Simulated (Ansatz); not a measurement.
## Calculated electric field gradients for ZnS

The cell is a Materials Project structure (computed, not necessarily an observed phase).

```cif
data_structure
_symmetry_space_group_name_H-M 'P 1'
_symmetry_Int_Tables_number 1
_cell_length_a 3.8051
_cell_length_b 3.8051
_cell_length_c 24.9159
_cell_angle_alpha 90.000
_cell_angle_beta 90.000
_cell_angle_gamma 120.000
_cell_volume 312.42
loop_
_atom_site_label
_atom_site_type_symbol
_atom_site_fract_x
_atom_site_fract_y
_atom_site_fract_z
_atom_site_occupancy
Zn1 Zn 0.33333 0.66667 0.12512 1
Zn2 Zn 0.00000 0.00000 0.00016 1
Zn3 Zn 0.66667 0.33333 0.62505 1
Zn4 Zn 0.66667 0.33333 0.87514 1
Zn5 Zn 0.00000 0.00000 0.75002 1
Zn6 Zn 0.33333 0.66667 0.50008 1
Zn7 Zn 0.00000 0.00000 0.37509 1
Zn8 Zn 0.66667 0.33333 0.25013 1
S9 S 0.66667 0.33333 0.34372 1
S10 S 0.66667 0.33333 0.71858 1
S11 S 0.33333 0.66667 0.21873 1
S12 S 0.00000 0.00000 0.84367 1
S13 S 0.66667 0.33333 0.96881 1
S14 S 0.00000 0.00000 0.09373 1
S15 S 0.33333 0.66667 0.59369 1
S16 S 0.00000 0.00000 0.46869 1
```

Atom numbers follow the list; atoms alike are taken as one site, whose name carries the number of the first.

All values are calculated (Ansatz; DFT, PBE, plane waves and PAW (field gradients read without the response of the frozen cores, which leaves them typically 4 to 6 % off), scalar-relativistic, 420 eV cutoff, Γ-centred 8×8×2 k-points, Fermi–Dirac smearing 0.02 eV), not measured.

Conventions: |V_zz| ≥ |V_yy| ≥ |V_xx|, η = (V_xx − V_yy)/V_zz, C_Q = eQV_zz/h.

67Zn: I = 5/2, Q = 122.0 mb; S-33: I = 3/2, Q = -69.40 mb. Q values from Pyykkö, Mol. Phys. 116, 1328 (2018).

```json
{"site": "Zn1", "atoms (order as listed)": "1", "first shell": "4 S at 2.33 Å", "V_zz (10²¹ V/m²)": "0.006", "η": "0.00", "C_Q (MHz)": "0.018"}
{"site": "Zn2", "atoms (order as listed)": "2", "first shell": "4 S at 2.33 Å", "V_zz (10²¹ V/m²)": "0.044", "η": "0.00", "C_Q (MHz)": "0.131"}
{"site": "Zn3", "atoms (order as listed)": "3", "first shell": "4 S at 2.33 Å", "V_zz (10²¹ V/m²)": "-0.010", "η": "0.00", "C_Q (MHz)": "-0.031"}
{"site": "Zn4", "atoms (order as listed)": "4", "first shell": "4 S at 2.33 Å", "V_zz (10²¹ V/m²)": "-0.049", "η": "0.00", "C_Q (MHz)": "-0.145"}
{"site": "Zn5", "atoms (order as listed)": "5", "first shell": "4 S at 2.33 Å", "V_zz (10²¹ V/m²)": "-0.087", "η": "0.00", "C_Q (MHz)": "-0.257"}
{"site": "Zn6", "atoms (order as listed)": "6, 7", "first shell": "4 S at 2.33 Å", "V_zz (10²¹ V/m²)": "<0.005", "η": "–", "C_Q (MHz)": "≈0"}
{"site": "Zn8", "atoms (order as listed)": "8", "first shell": "4 S at 2.33 Å", "V_zz (10²¹ V/m²)": "-0.004", "η": "0.00", "C_Q (MHz)": "-0.012"}
{"site": "S9", "atoms (order as listed)": "9", "first shell": "4 Zn at 2.33 Å", "V_zz (10²¹ V/m²)": "0.081", "η": "0.00", "C_Q (MHz)": "-0.136"}
{"site": "S10", "atoms (order as listed)": "10", "first shell": "4 Zn at 2.33 Å", "V_zz (10²¹ V/m²)": "0.12", "η": "0.00", "C_Q (MHz)": "-0.207"}
{"site": "S11", "atoms (order as listed)": "11, 14", "first shell": "4 Zn at 2.33 Å", "V_zz (10²¹ V/m²)": "0.092", "η": "0.00", "C_Q (MHz)": "-0.154"}
{"site": "S12", "atoms (order as listed)": "12", "first shell": "4 Zn at 2.33 Å", "V_zz (10²¹ V/m²)": "0.29", "η": "0.00", "C_Q (MHz)": "-0.481"}
{"site": "S13", "atoms (order as listed)": "13", "first shell": "4 Zn at 2.33 Å", "V_zz (10²¹ V/m²)": "0.23", "η": "0.00", "C_Q (MHz)": "-0.393"}
{"site": "S15", "atoms (order as listed)": "15", "first shell": "4 Zn at 2.33 Å", "V_zz (10²¹ V/m²)": "0.084", "η": "0.00", "C_Q (MHz)": "-0.141"}
{"site": "S16", "atoms (order as listed)": "16", "first shell": "4 Zn at 2.33 Å", "V_zz (10²¹ V/m²)": "0.087", "η": "0.00", "C_Q (MHz)": "-0.146"}
```

An axis of threefold or higher order runs through Zn1, Zn2, Zn3, Zn4, Zn5 and Zn8 and others, so V_zz lies along it and η is zero.
